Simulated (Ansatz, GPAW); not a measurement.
Given: the input of a run of Ansatz 0.2.0 on MgS. The cell comes from a database or a generator and needn't be the stable form of this composition.

The input input.yaml:

```yaml
crystal:
  lattice:
    - [0.0, 2.8331200468, 2.8331200468]
    - [2.8331200468, 0.0, 2.8331200468]
    - [2.8331200468, 2.8331200468, 0.0]
  atoms:
    - { symbol: S, position: [0.25, 0.25, 0.25] }
    - { symbol: Mg, position: [0.0, 0.0, 0.0] }
hamiltonian:
  xc: lda
  pseudopotentials: { kind: paw }
kpoints:
  mp_grid: { grid: [8, 8, 8] }
scf:
  occupations: { method: gaussian, width: 0.05 }
output:
  forces: true
  stress: true
  eigenvalues: true
  write_density: true
  write_potential: true
  elf: true
  volumetric_format: npy
```

Potentials or basis: Ansatz PAW.

The run is started by

```console
$ ansatz run input.yaml --threads 1 --pin off --max-ram 3584MiB --backend cpu --events-out ev --progress --plain --runs-dir out
```

Question: What does the same run look like in GPAW 26.7.0 (ASE script)? Potentials or basis there: the program's PAW data sets (release 1.2.1) made for this functional, cutoff 800 eV.

Answer: As run (cutoffs and basis follow the program's own potentials, and thresholds, step limits or extra output files can differ):

Contents of run.py:

```python
from ase.dft.bandgap import bandgap
from ase.io import read, write
from ase.units import Bohr, GPa
from gpaw import GPAW, PW
from gpaw.elf import elf_from_dft_calculation

atoms = read('MgS.xyz')

calc = GPAW(mode=PW(800),
            xc='LDA',
            kpts={'size': (8, 8, 8), 'gamma': True},
            occupations={'name': 'methfessel-paxton', 'order': 0, 'width': 0.05},
            nbands=16,
            convergence={'density': 1e-05, 'energy': 1e-05},
            maxiter=150,
            txt='gpaw.txt')
atoms.calc = calc
energy = atoms.get_potential_energy()
forces = atoms.get_forces()
stress = atoms.get_stress()
calc.write('gs.gpw')
write('result.traj', atoms)
print(f'Energy: {energy:.6f} eV')
print('Forces (eV/A):')
print(forces.round(4))
print('Stress (GPa):', (stress / GPa).round(3))
print('Fermi level:', round(calc.get_fermi_level(), 4), 'eV')
print(f'Gap: {bandgap(calc)[0]:.4f} eV, direct: {bandgap(calc, direct=True)[0]:.4f} eV')

# fields on the real-space grid
write('density.cube', atoms, data=calc.get_pseudo_density() * Bohr**3)
write('potential.cube', atoms, data=calc.get_electrostatic_potential())
write('elf.cube', atoms, data=elf_from_dft_calculation(calc).data)
```

Contents of MgS.xyz:

```xyz
2
Lattice="0.0000000000 2.8331200468 2.8331200468 2.8331200468 0.0000000000 2.8331200468 2.8331200468 2.8331200468 0.0000000000" Properties=species:S:1:pos:R:3 pbc="T T T"
S      1.4165600234      1.4165600234      1.4165600234
Mg     0.0000000000      0.0000000000      0.0000000000
```

Potentials or basis: the program's PAW data sets (release 1.2.1) made for this functional, pw.

The run is started by

```bash
$ OMP_NUM_THREADS=1 python run.py
```

Both were run:

|  | Ansatz | GPAW |
| --- | --- | --- |
| Pressure | -2.2 GPa | -2.2 GPa |

Ansatz's pressure holds a Pulay term of +0.01 GPa for its cutoff of 420 eV, which the other run lacks.

Ansatz's potentials were made for PBE.

Where Ansatz's input types no cutoff or centring, it takes its own default and a Γ-centred mesh.

The two programs' LDA may be different fits to the electron gas.

Pressure is positive in compression.
